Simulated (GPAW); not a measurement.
The system is AlCo.

```
Co Al
1.0
     2.81940    0.00000    0.00000
     0.00000    2.81940    0.00000
     0.00000    0.00000    2.81940
Co Al
1 1
Direct
  0.50000 0.50000 0.50000
  0.00000 0.00000 0.00000
```

The cell is a database's computed one.

Base run:

| Item | Value |
| --- | --- |
| Program | GPAW 26.7.0 |
| Functional | PBEsol |
| Potentials or basis | PAW data sets generated in the run's folder for this functional |
| Cutoff | 600 eV |
| Basis | pw |
| k mesh | 9 × 9 × 9 |
| Occupations | fermi-dirac, width 0.05 eV |
| Spin | collinear spin, ferromagnetic start |
| Starting moments | [2.0, 0.0] μB |
| Hubbard terms | Co d U = 3 eV |

Its results: pressure 0.9 GPa; net moment 0.24 μB per cell; site moments Co +0.39; Al -0.03 μB.

Task: The run is repeated on the same cell with these changes: hubbard terms from Co d U = 3 eV to Co d U = 4 eV. What comes out?

Result: Pressure 5.9 GPa; net moment 0.62 μB per cell; site moments Co +0.87; Al -0.07 μB.

Caveats: the U is typed as a test and isn't derived for this compound.

Not every run made on this cell is shown here.
